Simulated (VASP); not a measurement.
**BaZrO3 (strained cubic perovskite), PBE single-point calculation: VASP's output and Ansatz's**

POSCAR

```
Ba Zr O
 1.0000000000000000
     4.2053549142000000    0.0000000000000000    0.0000000000000000
     0.0000000000000000    4.2053549142000000    0.0000000000000000
     0.0000000000000000    0.0000000000000000    4.3315155615999998
 Ba  Zr  O
   1   1   3
Cartesian
  0.0000000000000000  0.0000000000000000  0.0000000000000000
  2.1026774571000000  2.1026774571000000  2.1657577807999999
  2.1026774571000000  2.1026774571000000  0.0000000000000000
  2.1026774571000000  0.0000000000000000  2.1657577807999999
  0.0000000000000000  2.1026774571000000  2.1657577807999999
```

VASP ran with the recommended PBE PAW datasets (40 valence electrons in the cell).

From OUTCAR

```
k-points           NKPTS =     40   k-points in BZ     NKDIM =     40   number of bands    NBANDS=     28

   NELECT =      40.0000    total number of electrons

   dimension x,y,z NGX =    32 NGY =   32 NGZ =   32
   dimension x,y,z NGXF=    64 NGYF=   64 NGZF=   64

  energy-cutoff  :      520.00
  volume of cell :       76.60
      direct lattice vectors                 reciprocal lattice vectors
     4.205354914  0.000000000  0.000000000     0.237792058  0.000000000  0.000000000
     0.000000000  4.205354914  0.000000000     0.000000000  0.237792058  0.000000000
     0.000000000  0.000000000  4.331515562     0.000000000  0.000000000  0.230866076

 k-points in reciprocal lattice and weights: KPOINTS created by Atomic Simulation Env
   0.00000000  0.00000000  0.00000000       0.005
   0.16666667  0.00000000  0.00000000       0.019
   0.33333333  0.00000000  0.00000000       0.019
   0.50000000  0.00000000  0.00000000       0.009
   0.16666667  0.16666667  0.00000000       0.019
   0.33333333  0.16666667  0.00000000       0.037
   0.50000000  0.16666667  0.00000000       0.019
   0.33333333  0.33333333  0.00000000       0.019
   ...

 E-fermi :   3.9446

 k-point     1 :       0.0000    0.0000    0.0000
  band No.  band energies     occupation
      1     -43.7511      2.00000
      2     -21.9286      2.00000
      3     -21.8721      2.00000
      4     -21.8721      2.00000
      5     -21.8442      2.00000
      6     -12.8215      2.00000
      7     -12.5627      2.00000
      8     -12.3873      2.00000
      9      -7.0945      2.00000
     10      -7.0360      2.00000
     11      -7.0360      2.00000
     12       1.9134      2.00000
     13       2.0470      2.00000
     14       2.0470      2.00000
     15       2.5156      2.00000
     16       2.6243      2.00000
     17       2.6243      2.00000
     18       3.2175      2.00000
     19       3.2655      2.00000
     20       3.2655      2.00000
     21       6.5747      0.00000
     22       6.5747      0.00000
     23       6.6951      0.00000
     24       8.0025      0.00000
     25       8.2245      0.00000
     26       9.0441      0.00000
     27      10.4044      0.00000
     28      10.7364      0.00000

 k-point     2 :       0.1667    0.0000    0.0000
  band No.  band energies     occupation
      1     -43.7503      2.00000
      2     -22.0221      2.00000
      3     -21.8705      2.00000
      4     -21.8426      2.00000
      5     -21.8244      2.00000
      6     -12.7924      2.00000
      7     -12.4390      2.00000
      8     -12.3585      2.00000
      9      -7.0782      2.00000
     10      -7.0186      2.00000
     11      -6.9998      2.00000
     12       1.5858      2.00000
     13       1.8340      2.00000
     14       1.9734      2.00000
     15       2.2649      2.00000
     16       2.3601      2.00000
     17       2.4170      2.00000
     18       2.6607      2.00000
     19       3.1291      2.00000
     20       3.1774      2.00000
     21       6.6689      0.00000
     22       7.1761      0.00000
     23       7.2822      0.00000
     24       8.4417      0.00000
     25       8.6560      0.00000
     26       9.5641      0.00000
     27      10.4963      0.00000
     28      11.4664      0.00000

 k-point     3 :       0.3333    0.0000    0.0000
  band No.  band energies     occupation
      1     -43.7488      2.00000
      2     -22.1511      2.00000
      3     -21.8674      2.00000
      4     -21.8394      2.00000
      5     -21.7825      2.00000
      6     -12.8592      2.00000
      7     -12.4135      2.00000
      8     -11.9229      2.00000
      9      -7.0452      2.00000
     10      -6.9833      2.00000
     11      -6.9278      2.00000
     12       0.4308      2.00000
     13       1.6476      2.00000
     14       1.8095      2.00000
     15       1.8715      2.00000
     16       1.9360      2.00000
     17       1.9864      2.00000
     18       2.1018      2.00000
     19       3.0217      2.00000
     20       3.0596      2.00000
     21       6.8830      0.00000
     22       8.3737      0.00000
     23       8.4435      0.00000
     24       9.3724      0.00000
     25       9.5595      0.00000
     26      10.3343      0.00000
     27      10.9082      0.00000
     28      11.0348      0.00000

 ...

  Total        0.4651513      0.4651513     -2.2771260      0.0000000      0.0000000      0.0000000
  in kB        9.7288082      9.7288082    -47.6269158      0.0000000      0.0000000      0.0000000
  external PRESSURE =      -9.3897665 kB  Pullay stress =       0.0000000 kB

 POSITION                                       TOTAL-FORCE (eV/Angst)
 -----------------------------------------------------------------------------------
      0.00000      0.00000      0.00000         0.000000      0.000000      0.000000
      2.10268      2.10268      2.16576         0.000000      0.000000      0.000000
      2.10268      2.10268      0.00000         0.000000      0.000000      0.000000
      2.10268      0.00000      2.16576         0.000000      0.000000      0.000000
      0.00000      2.10268      2.16576         0.000000      0.000000      0.000000
 -----------------------------------------------------------------------------------
    total drift:                                0.000000     -0.000000     -0.000000

  FREE ENERGIE OF THE ION-ELECTRON SYSTEM (eV)
  ---------------------------------------------------
  free  energy   TOTEN  =       -41.6964176941 eV

  energy  without entropy=      -41.6964176941  energy(sigma->0) =      -41.69641769
```

Each program uses its own PAW datasets. VASP's cell holds 40 valence electrons and Ansatz's 40. Ansatz's stress includes a Pulay correction; VASP's doesn't.

What does Ansatz give for the same cell and level of theory?

gap between bands v and c 3.08 eV; least direct gap 3.33 eV; pressure -1.8 GPa.

Ansatz printed

```
SCF 1 converged in 6 iterations: F = -11844.660907 eV  dr2 = 6.33e-8
  greatest PAW one-centre occupation: 0.995 electrons in one spin orbital (limit 2), on the Zr atom at site 1 (counted from 0), in its partial waves of l = 0
NSCF: frozen V_eff on 4 k-points
SCF converged after 6 iterations
Free energy (F): -11844.660907 eV
Harris-Foulkes:  -11844.660907 eV  (|F-HF|=5.38e-8)
Internal energy: -11844.660907 eV  (E = F + TS)
E sigma→0 (E₀):  -11844.660907 eV
Fermi energy:    10.896114 eV
--- Per-component energies (eV) ---
  E_band       = -113.174341
  E_kinetic    = 1029.224460
  E_local      = -1985.831236  (includes V_loc(G=0)·N_el)
  E_nonlocal   = 275.719015
  E_hartree    = 701.101408
  E_xc         = -554.975507
  E_vxc        = -613.973946  (∫ρ·V_xc dr)
  E_paw        = -8651.945764  (= ΣΔE_a)
  E_vpaw       = -220.524948  (= ΣTr[D̂ρ^β])
  E_aug_tail   = 0.007336  (compensation charges beyond the density's cutoff)
  E_ewald      = -2657.960618
  E_smearing   = -0.000000  (= −TS)
  E_closure    = -0.000000  (closes the sum)
  Σ components = -11844.660907   (vs F -11844.660907, Δ=0.00e0)
--- Forces (eV/Å), atoms counted from 1 ---
  atom   1  Ba    -0.00000000     0.00000000     0.00000000
  atom   2  Zr     0.00000000     0.00000000     0.00000000
  atom   3  O      0.00000000     0.00000000     0.00000000
  atom   4  O      0.00000000     0.00000000     0.00000000
  atom   5  O      0.00000000     0.00000000     0.00000000
  max |Σ_I F_I| component: 1.48e-29 eV/Å
--- Stress (GPa, compression-positive) ---
        0.046076       0.000000       0.000000
        0.000000       0.046076       0.000000
        0.000000       0.000000      -5.569399
  P = ⅓ Tr σ = -1.8257 GPa (-18.257 kbar)
--- Band table (eV; the first three rows and the last of 40) ---
  k-point 0: bands = ["-37.9063", "-16.0316", "-16.0316", "-16.0001", "-15.9876", "-6.9818", "-6.7268", "-6.5512", "-1.1611", "-1.1027", "-1.1027", "7.7439", "7.8753", "7.8753", "8.3141", "8.4201", "8.4201", "9.0530", "9.0995", "9.0995", "12.4300", "12.4300", "12.5484", "13.9003", "14.1202"]
  k-point 1: bands = ["-37.9058", "-16.1136", "-16.0305", "-16.0305", "-15.9040", "-7.0115", "-6.7230", "-6.3959", "-1.1101", "-1.0904", "-1.0904", "7.3812", "7.8006", "7.8006", "8.1631", "8.2391", "8.2391", "8.4560", "9.0127", "9.0127", "12.6151", "12.9466", "12.9466", "14.2643", "14.4887"]
  k-point 2: bands = ["-37.9050", "-16.2269", "-16.0283", "-16.0283", "-15.8485", "-7.0967", "-6.7152", "-6.0390", "-1.0655", "-1.0655", "-1.0092", "6.4648", "7.6197", "7.6197", "7.7790", "7.8946", "7.9555", "7.9555", "8.9012", "8.9012", "12.7618", "13.9877", "13.9877", "15.0304", "15.3037"]
  k-point 39: bands = ["-37.8989", "-16.2473", "-16.2473", "-16.1468", "-15.8792", "-5.8649", "-5.8362", "-5.8362", "-1.5678", "-1.5678", "-1.5041", "5.5916", "5.7449", "5.9831", "6.6857", "6.9182", "6.9182", "9.3067", "9.3067", "9.3527", "15.1736", "15.1736", "15.3263", "15.9185", "15.9185"]
```
